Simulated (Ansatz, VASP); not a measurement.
**As in VASP and in Ansatz**

```
As
1.0
     1.84240    1.06371    3.44233
    -1.84240    1.06371    3.44233
     0.00000   -2.12742    3.44233
As
2
Direct
  0.22600 0.22600 0.22600
  0.77400 0.77400 0.77400
```

Alike in both runs: task single point; functional LDA; k mesh 9 × 9 × 9; occupations fermi-dirac, width 0.05 eV; no spin polarisation.

|  | VASP | Ansatz |
| --- | --- | --- |
| version | VASP 6.6.1 | Ansatz 0.2.0 |
| potentials or method | VASP PAW LDA potentials, release 64 (As) | Ansatz PAW |
| plane-wave cutoff (eV) | 520 | 420 |
| valence electrons in the cell | 10 | 30 |

VASP gave:

```
gap on the k mesh at the Fermi level (eV)       : none
pressure (GPa)                                  : 4.5
largest component of the traceless stress (GPa) : 1.80
rms of the force components (eV/Å)              : 0.456
```

Which values does Ansatz return?

gap on the k mesh at the Fermi level (eV): none; pressure (GPa): 3.9; largest component of the traceless stress (GPa): 1.61; rms of the force components (eV/Å): 0.403.

Atom by atom the forces differ by 0.053 eV/Å (rms over components). A gap of «none» marks a metal or a gap that the smearing closes. The two sets of potentials don't hold the same shells in valence.

Caveats: the PAW data sets come from PBE, with cores solved anew for the run's functional, which leaves a small shift of forces and pressure (Ansatz).
